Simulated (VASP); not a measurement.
# Pt in VASP: relaxation of the atoms with LDA

Aim: the relaxation of the atoms of Pt with LDA.

Everything below comes from runs of VASP 6.6.1. Logs are shortened: lines on timing, memory, paths and dates and some standing lists are left out, and cuts for length are marked.

## (1) The slab as given

The cell holds a slab with vacuum, 9 atoms: a = 2.754 Å, b = 2.754 Å, c = 32.990 Å, α = 90.00°, β = 90.00°, γ = 60.00°.

The cell was built by a generator and needn't be a form met in nature.

## (2) Relaxation of the atoms, LDA

INCAR reads:

```
SYSTEM = Pt
  PREC = Accurate
  ENCUT = 520
  EDIFF = 1E-7
  ISMEAR = 1
  SIGMA = 0.2
  LREAL = .False.
  LASPH = .True.
  NELM = 80
  ALGO = Fast
  ISIF = 2
  LWAVE = .False.
  LCHARG = .False.
  GGA = CA
  IBRION = 2
  NSW = 40
  EDIFFG = -0.02
  KPAR = 8
```

KPOINTS reads:

```
regular mesh
0
Gamma
  18 18 1
  0 0 0
```

POSCAR reads:

```
Pt
1.0
    2.7541809127      0.0000000000      0.0000000000
    1.3770904564      2.3851906370      0.0000000000
    0.0000000000      0.0000000000     32.9902343879
Pt
9
Direct
    0.3333333333      0.3333333333      0.2273400035
    0.6666666667      0.6666666667      0.2955050026
    0.0000000000      0.0000000000      0.3636700017
    0.3333333333      0.3333333333      0.4318350009
    0.6666666667      0.6666666667      0.5000000000
    0.0000000000      0.0000000000      0.5681649991
    0.3333333333      0.3333333333      0.6363299983
    0.6666666667      0.6666666667      0.7044949974
    0.0000000000      0.0000000000      0.7726599965
```

Potentials or basis: VASP PAW LDA potentials, release 64 (Pt).

On the command line:

```bash
cat potpaw_LDA.64/Pt/POTCAR > POTCAR
mpirun -np 8 vasp_std > vasp.out
```

OUTCAR:

```text
SYSTEM = Pt
   PREC = Accurate
   ENCUT = 520
   EDIFF = 1E-7
   ISMEAR = 1
   LREAL = .False.
   LASPH = .True.
   NELM = 80
   ISIF = 2
   GGA = CA
   IBRION = 2
   NSW = 40
   EDIFFG = -0.02

 ion  position               nearest neighbor table
   1  0.333  0.333  0.227-   2 2.75   2 2.75   2 2.75
   2  0.667  0.667  0.296-   1 2.75   1 2.75   3 2.75   3 2.75   3 2.75   1 2.75
   3  0.000  0.000  0.364-   2 2.75   2 2.75   2 2.75   4 2.75   4 2.75   4 2.75
   4  0.333  0.333  0.432-   5 2.75   5 2.75   5 2.75   3 2.75   3 2.75   3 2.75
   5  0.667  0.667  0.500-   4 2.75   4 2.75   6 2.75   6 2.75   6 2.75   4 2.75
   6  0.000  0.000  0.568-   5 2.75   5 2.75   5 2.75   7 2.75   7 2.75   7 2.75
   7  0.333  0.333  0.636-   8 2.75   8 2.75   8 2.75   6 2.75   6 2.75   6 2.75
   8  0.667  0.667  0.704-   7 2.75   7 2.75   9 2.75   9 2.75   9 2.75   7 2.75
   9  0.000  0.000  0.773-   8 2.75   8 2.75   8 2.75

  LATTYP: Found a hexagonal cell.
 ALAT       =     2.7541809127
 C/A-ratio  =    11.9782379711

  Lattice vectors:

 A1 = (  -1.3770904564,  -2.3851906370,   0.0000000000)
 A2 = (   2.7541809127,   0.0000000000,   0.0000000000)
 A3 = (   0.0000000000,   0.0000000000,  32.9902343879)

Analysis of symmetry for initial positions (statically):
=====================================================================
 Subroutine PRICEL returns:
 Original cell was already a primitive cell.

 Routine SETGRP: Setting up the symmetry group for a
 hexagonal supercell.

 Subroutine GETGRP returns: Found 12 space group operations
 (whereof  6 operations were pure point group operations)
 out of a pool of 24 trial point group operations.

The static configuration has the point symmetry C_3v.
 The point group associated with its full space group is D_3d.

Analysis of symmetry for dynamics (positions and initial velocities):
=====================================================================
 Subroutine PRICEL returns:
 Original cell was already a primitive cell.

 Routine SETGRP: Setting up the symmetry group for a
 hexagonal supercell.

 Subroutine GETGRP returns: Found 12 space group operations
 (whereof  6 operations were pure point group operations)
 out of a pool of 24 trial point group operations.

The dynamic configuration has the point symmetry C_3v.
 The point group associated with its full space group is D_3d.

 Subroutine INISYM returns: Found 12 space group operations
 (whereof  6 operations are pure point group operations),
 and found     1 'primitive' translations

----------------------------------------------------------------------------------------

                                     Primitive cell

  volume of cell :     216.7210

  direct lattice vectors                    reciprocal lattice vectors
     2.754180913  0.000000000  0.000000000     0.363084355 -0.209626850  0.000000000
     1.377090456  2.385190637  0.000000000     0.000000000  0.419253700  0.000000000
     0.000000000  0.000000000 32.990234388     0.000000000  0.000000000  0.030312000

  length of vectors
     2.754180913  2.754180913 32.990234388     0.419253700  0.419253700  0.030312000

  position of ions in fractional coordinates (direct lattice)
     0.333333333  0.333333333  0.227340003
     0.666666667  0.666666667  0.295505003
     0.000000000  0.000000000  0.363670002
     0.333333333  0.333333333  0.431835001
     0.666666667  0.666666667  0.500000000
     0.000000000  0.000000000  0.568164999
     0.333333333  0.333333333  0.636329998
     0.666666667  0.666666667  0.704494997
     0.000000000  0.000000000  0.772659997

  ion indices of the primitive-cell ions
   primitive index   ion index
                 1           1
                 2           2
                 3           3
                 4           4
                 5           5
                 6           6
                 7           7
                 8           8
                 9           9

----------------------------------------------------------------------------------------

 KPOINTS: regular mesh

Automatic generation of k-mesh.
 Grid dimensions read from file:
 generate k-points for:   18   18    1

 Generating k-lattice:

  Cartesian coordinates                     Fractional coordinates (reciprocal lattice)
     0.020171353 -0.011645936  0.000000000     0.055555556  0.000000000  0.000000000
     0.000000000  0.023291872  0.000000000     0.000000000  0.055555556  0.000000000
     0.000000000  0.000000000  0.030312000     0.000000000  0.000000000  1.000000000

  Length of vectors
     0.023291872  0.023291872  0.030312000

  Shift w.r.t. Gamma in fractional coordinates (k-lattice)
     0.000000000  0.000000000  0.000000000

 Subroutine IBZKPT returns following result:
 ===========================================

 Found     37 irreducible k-points:

 Following reciprocal coordinates:
            Coordinates               Weight
  0.000000  0.000000  0.000000      1.000000
  0.055556 -0.000000  0.000000      6.000000
  0.111111 -0.000000  0.000000      6.000000
  0.166667  0.000000  0.000000      6.000000
  0.222222 -0.000000  0.000000      6.000000
  0.277778  0.000000  0.000000      6.000000
[... 16 lines left out ...]
  0.444444  0.111111  0.000000     12.000000
  0.500000  0.111111  0.000000     12.000000
 [... further k-points ...]
   k-points           NKPTS =     37   k-points in BZ     NKDIM =     37   number of bands    NBANDS=     54
   number of dos      NEDOS =    301   number of ions     NIONS =      9
   total plane-waves  NPLWV = 100000
   dimension x,y,z NGX =    20 NGY =   20 NGZ =  250
   dimension x,y,z NGXF=    40 NGYF=   40 NGZF=  500
   ions per type =               9
   NGX,Y,Z   is equivalent  to a cutoff of  12.07, 12.07, 12.60 a.u.
   NGXF,Y,Z  is equivalent  to a cutoff of  24.14, 24.14, 25.20 a.u.
 SYSTEM =  Pt
   PREC   = accura    normal or accurate (medium, high low for compatibility)
   ISTART =      0    job   : 0-new  1-cont  2-samecut
   ICHARG =      2    charge: 1-file 2-atom 10-const
   ISPIN  =      1    spin polarized calculation?
   LNONCOLLINEAR =      F non collinear calculations
   LSORBIT =      F    spin-orbit coupling
   LASPH  =      T    aspherical Exc in radial PAW
   ENCUT  =  520.0 eV  38.22 Ry    6.18 a.u.   5.12  5.12 61.34*2*pi/ulx,y,z
   NELM   =     80;   NELMIN=  2; NELMDL= -5     # of ELM steps
   EDIFF  = 0.1E-06   stopping-criterion for ELM
   LREAL  =      F    real-space projection
   EDIFFG = -.2E-01   stopping-criterion for IOM
   NSW    =     40    number of steps for IOM
   IBRION =      2    ionic relax: 0-MD 1-quasi-New 2-CG
   NFREE  =      1    steps in history (QN), initial steepest desc. (CG)
   ISIF   =      2    stress and relaxation
   ISYM   =      2    0-nonsym 1-usesym 2-fastsym
   POTIM  = 0.5000    time-step for ionic-motion
   TEBEG  =    0.0;   TEEND  =   0.0 temperature during run
   PSTRESS=    0.0 pullay stress
   NELECT =      90.0000    total number of electrons
   NUPDOWN=      -1.0000    fix difference up-down
   EMIN   =  10.00;   EMAX   =-10.00  energy-range for DOS
   EFERMI =   0.00;   METHOD = LEGACY
   ISMEAR =     1;   SIGMA  =   0.20  broadening in eV -4-tet -1-fermi 0-gaus
   EFERMI_NEDOS =   21; number of points for ismear=-14 and -15
   IALGO  =     68    algorithm
   IMIX   =      4    mixing-type and parameters
     AMIX     =   0.40;   BMIX     =  1.00
     AMIX_MAG =   1.60;   BMIX_MAG =  1.00
  volume/ion in A,a.u.               =      24.08       162.50
  Fermi-wavevector in a.u.,A,eV,Ry     =   1.221393  2.308098 20.297175  1.491800
  Thomas-Fermi vector in A             =   2.356577
   LORBIT       =      0    0 simple, 1 ext, 2 COOP (PROOUT), +10 PAW based schemes
   GGA     = CA    functional components
   LHFCALC =     F    Hartree Fock is set to
   AEXX    =    0.0000 exact exchange contribution
   IVDW    =     0    specifies the selected vdW correction
   LEPSILON=     F    determine dielectric tensor
   LRPA    =     F    only Hartree local field effects (RPA)
 conjugate gradient relaxation of ions
 non-spin polarized calculation
 RMM-DIIS sequential band-by-band and
 Methfessel and Paxton  Order N= 1 SIGMA  =   0.20
  energy-cutoff  :      520.00
  volume of cell :      216.72
 maximum number of plane-waves:      5871
   NGX = 11   NGY = 11   NGZ =123

--------------------------------------- Ionic step        1  -------------------------------------------

 number of electron      90.0000004 magnetization

 Free energy of the ion-electron system (eV)
  ---------------------------------------------------
  ext. energy  EPLUGINS =         0.00000000
  ---------------------------------------------------
  free energy    TOTEN  =       -65.91645605 eV

  energy without entropy =      -65.89336546  energy(sigma->0) =      -65.90875919

------------------------ aborting loop because EDIFF is reached ----------------------------------------

  FORCE on cell =-STRESS in cart. coord.  units (eV):
  Direction    XX          YY          ZZ          XY          YZ          ZX
  --------------------------------------------------------------------------------------
  -------------------------------------------------------------------------------------
  Total       -4.7738241     -4.7738241      0.2454943     -0.0000000      0.0000000     -0.0000000
  in kB      -35.2919806    -35.2919806      1.8148932     -0.0000000      0.0000000     -0.0000000
  external PRESSURE =     -22.9230226 kB  Pullay stress =       0.0000000 kB
[... 114 lines left out ...]
  energy  without entropy=      -65.8972725049  energy(sigma->0) =      -65.91233926

--------------------------------------- Ionic step        4  -------------------------------------------

 number of electron      90.0000003 magnetization

 Free energy of the ion-electron system (eV)
  ---------------------------------------------------
  ext. energy  EPLUGINS =         0.00000000
  ---------------------------------------------------
  free energy    TOTEN  =       -65.92004884 eV

  energy without entropy =      -65.89770982  energy(sigma->0) =      -65.91260250

 E-fermi :   4.7082     XC(G=0):  -9.0472

 val. band max:        4.7026923457   @ k =   0.3889   0.0000   0.0000
 cond. band min:       4.7111821519   @ k =   0.4444  -0.0000   0.0000
 fundamental gap:      0.0084898062
 Fermi energy:         4.7082433358

 k-point     1 :       0.0000    0.0000    0.0000
  band No.  band energies     occupation
      1      -5.6548      2.00000
      2      -5.2908      2.00000
      3      -4.7062      2.00000
      4      -4.0552      2.00000
      5      -3.4414      2.00000
      6      -3.0356      2.00000
[... 1357 lines left out ...]
     53       9.5354      0.00000
     54       9.8589      0.00000

 [... further k-points ...]

------------------------ aborting loop because EDIFF is reached ----------------------------------------

  FORCE on cell =-STRESS in cart. coord.  units (eV):
  Direction    XX          YY          ZZ          XY          YZ          ZX
  --------------------------------------------------------------------------------------
  -------------------------------------------------------------------------------------
  Total       -4.9217535     -4.9217535     -0.0582261     -0.0000000      0.0000000      0.0000000
  in kB      -36.3855952    -36.3855952     -0.4304545     -0.0000000      0.0000000      0.0000000
  external PRESSURE =     -24.4005483 kB  Pullay stress =       0.0000000 kB
[... 24 lines left out ...]
  FREE ENERGIE OF THE ION-ELECTRON SYSTEM (eV)
  ---------------------------------------------------
  free  energy   TOTEN  =       -65.9200488388 eV

  energy  without entropy=      -65.8977098242  energy(sigma->0) =      -65.91260250

 reached required accuracy - stopping structural energy minimisation
```

It took 9.3 min on 8 MPI ranks of Intel Xeon Platinum 8488C (Sapphire Rapids), shared host; peak memory 0.48 GiB.

Results:

- Free energy: -65.9200 eV
- Energy gained by relaxing: 0.4 meV/atom
- Ionic steps: 4
- Largest force after relaxing: 0.016 eV/Å
- Band gap on the k mesh: none (metal or under the smearing width)

Forces in eV/Å, atoms in the order of the input:
```
Pt   0.000  0.000 -0.007
Pt   0.000  0.000  0.001
Pt   0.000  0.000  0.002
Pt   0.000  0.000  0.016
Pt   0.000  0.000  0.000
Pt   0.000  0.000 -0.016
Pt   0.000  0.000 -0.002
Pt   0.000  0.000 -0.001
Pt   0.000  0.000  0.007
```

The path:
```
step  energy change (eV)  largest force (eV/Å)  pressure (GPa)
   1              0.0000                0.1897           -2.29
   2             -0.0033                0.0471           -2.41
   3             -0.0034                0.0527           -2.42
   4             -0.0036                0.0155           -2.44
```

Final structure:
```
Pt
1.0
     2.75418    0.00000    0.00000
     1.37709    2.38519    0.00000
     0.00000    0.00000   32.99023
Pt
9
Direct
  0.33333 0.33333 0.22708
  0.66667 0.66667 0.29581
  0.00000 0.00000 0.36375
  0.33333 0.33333 0.43168
  0.66667 0.66667 0.50000
  0.00000 0.00000 0.56832
  0.33333 0.33333 0.63625
  0.66667 0.66667 0.70419
  0.00000 0.00000 0.77292
```

Spin-orbit coupling is left out, which matters for the levels of Pt.
